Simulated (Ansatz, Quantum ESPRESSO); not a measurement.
# PdIn and the effect of the pressure

The cell as given:

It takes space group Pm-3m (No. 221, cubic). Conventional cell: a = 3.272 Å, b = 3.272 Å, c = 3.272 Å, α = 90.00°, β = 90.00°, γ = 90.00°. In (site symmetry m-3m) has 8 Pd at 2.83 Å as nearest neighbours. Around Pd (site symmetry m-3m) lie 8 In at 2.83 Å.

The cell comes from a database or a generator and needn't be the stable form of this composition.

Kept alike: task relaxation of cell and atoms; functional PBEsol; k mesh 8 × 8 × 8; occupations fermi-dirac, width 0.05 eV; no spin polarisation. Program: Quantum ESPRESSO, GBRV 1.5 PBEsol, cutoff 871 eV. The mesh is that of the run's cell of 2 atoms. No spin-orbit coupling.

```tsv
pressure, P (GPa)	volume (Å³/atom)
0	16.940
2	?
5	16.405
10	15.962
20	15.253
```

The relaxations keep at least the cell's symmetry (Pm-3m). For a metal such a mesh leaves the last digits unconverged. Runs of this series that gave no sound value for these columns are left out. The runs follow the start's structure, whether or not it is the stable one at these pressures. P is the pressure aimed at, which the runs meet within some hundredths to tenths of a GPa.

Q: Fit the rows shown and predict the run at 2 GPa.

A: Murnaghan's form V = V0 (1 + B′P/B0)^(-1/B′) through the rows shown has V0 = 16.9398, B0 = 143.4 GPa and B′ = 5.19 (largest miss 0.0010); at P = 2 it gives 16.713 Å³/atom. The run gave: volume 16.713 Å³/atom.
